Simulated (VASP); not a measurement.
Write the native input for VASP 6.6.1 that does the following.

```
Task                   : single point
Functional             : PBE
Potentials or basis    : VASP PAW PBE potentials, release 64 (As, B)
Cutoff                 : 520 eV
k mesh                 : 10 × 10 × 10
Occupations            : gaussian, width 0.011 eV
Spin                   : no spin polarisation
Further INCAR settings : ALGO = Fast; EDIFF = 1e-06; NBANDS = 11
```

The structure of BAs lies in POSCAR:

```
BAs
1.0
    0.0000000000      2.3885000000      2.3885000000
    2.3885000000      0.0000000000      2.3885000000
    2.3885000000      2.3885000000      0.0000000000
As B
1 1
Direct
    0.7500000000      0.7500000000      0.7500000000
    0.0000000000      0.0000000000      0.0000000000
```

The input as run:

INCAR

```
SYSTEM = BAs
PREC = Accurate ; ENCUT = 520
EDIFF = 1E-6 ; ISMEAR = 0
SIGMA = 0.011 ; LREAL = .False.
LASPH = .True. ; NELM = 60
ALGO = Fast ; ISIF = 2
LWAVE = .False. ; LCHARG = .False.
GGA = PE ; NBANDS = 11
```

KPOINTS

```
Automatic mesh
0
Gamma
  10 10 10
  0 0 0
```

Potentials or basis: VASP PAW PBE potentials, release 64 (As, B).

Command:

```bash
$ cat potpaw_PBE.64/As/POTCAR potpaw_PBE.64/B/POTCAR > POTCAR
$ mpirun -np 1 vasp_std > vasp.out
```

Results of the run:

| Quantity | Value |
| --- | --- |
| Pressure | 3.4 GPa |
| Band gap on the k mesh | 1.18 eV, indirect (least direct gap 3.28 eV) |

Run time: 11 s on 1 thread of Intel(R) Xeon(R) Platinum 8488C (Sapphire Rapids), on a shared host, peak memory 0.16 GiB.
